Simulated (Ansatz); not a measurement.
Co:

```
CELL_PARAMETERS angstrom
2.47200 0.00000 0.00000
-1.23600 2.14081 0.00000
0.00000 0.00000 4.02114
ATOMIC_POSITIONS crystal
Co 0.66667 0.33333 0.75000
Co 0.33333 0.66667 0.25000
```

```yaml
Program: Ansatz 0.2.0
Task: relaxation of cell and atoms
Functional: PBE0
Potentials_or_basis: Ansatz PAW
Cutoff: "420 eV (not typed: the program's choice for these potentials)"
k_mesh: 6 × 6 × 4
Occupations: fermi-dirac, width 0.05 eV
Spin: collinear spin, ferromagnetic start
Starting_moments: "[2.0, 2.0] μB"
```

At the start: volume 10.64 Å³/atom.

Question: Where does the relaxation end?

Answer: It ends after 5 steps and the volume is 10.66 Å³/atom (+0.2 %); space group P6_3/mmc (No. 194, to 0.05 Å); moment 3.53 μB per cell.

The path:
```tsv
step	energy change (eV)	largest force (eV/Å)	volume (Å³)
1	0.0000	0.0000	21.28
2	-0.0148	0.0000	21.30
3	-0.0178	0.0000	21.30
4	-0.0178	0.0000	21.32
5	-0.0179	0.0000	21.32
```

Final structure:
```
CELL_PARAMETERS angstrom
2.44865 0.00000 0.00000
-1.22432 2.12059 0.00000
0.00000 0.00000 4.10552
ATOMIC_POSITIONS crystal
Co 0.66667 0.33333 0.75000
Co 0.33333 0.66667 0.25000
```

Caveat: the k mesh is coarse (spacing up to 0.49 Å⁻¹), so the values aren't converged, least of all with exact exchange; the magnetic or orbital state may not be the lowest; the plane-wave basis is chosen anew once the cell has moved, so the energies of steps on either side of that aren't comparable; the pressure holds a Pulay correction of +0.5 GPa for the finite cutoff; the PAW data sets come from PBE, with cores solved anew for the run's functional, which leaves a small shift of forces and pressure.
